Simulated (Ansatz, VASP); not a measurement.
One calculation of HfB2, two programs

```
Hf B
1.0
     3.14506    0.00000    0.00000
    -1.57253    2.72370    0.00000
     0.00000    0.00000    3.48730
Hf B
1 2
Cartesian
  0.0000 0.0000 0.0000
  0.0000 1.8158 1.7436
  1.5725 0.9079 1.7436
```

Alike in both runs: functional PBE; k mesh 15 × 15 × 12; occupations gaussian, width 0.1 eV; no spin polarisation.

Ansatz relaxed the structure, and its values are those at the end. VASP's run is a single point on that final structure, the one shown.

|  | VASP | Ansatz |
| --- | --- | --- |
| version | VASP 6.6.1 | Ansatz 0.2.0 |
| potentials or method | VASP PAW PBE potentials, release 64 (Hf_pv, B) | scalar-relativistic, plane waves, PAW |
| plane-wave cutoff (eV) | 520 | 420 |
| valence electrons in the cell | 16 | 32 |

VASP gave:

| Item | Value |
| --- | --- |
| gap on the k mesh at the Fermi level (eV) | none |
| pressure (GPa) | -0.4 |

Question: What did Ansatz give for the same quantities?

Answer: gap on the k mesh at the Fermi level (eV): none; pressure (GPa): 0.0.

A gap of «none» marks a metal or a gap that the smearing closes. The two sets of potentials don't hold the same shells in valence.

Spin-orbit coupling is left out, which matters for the levels of Hf.
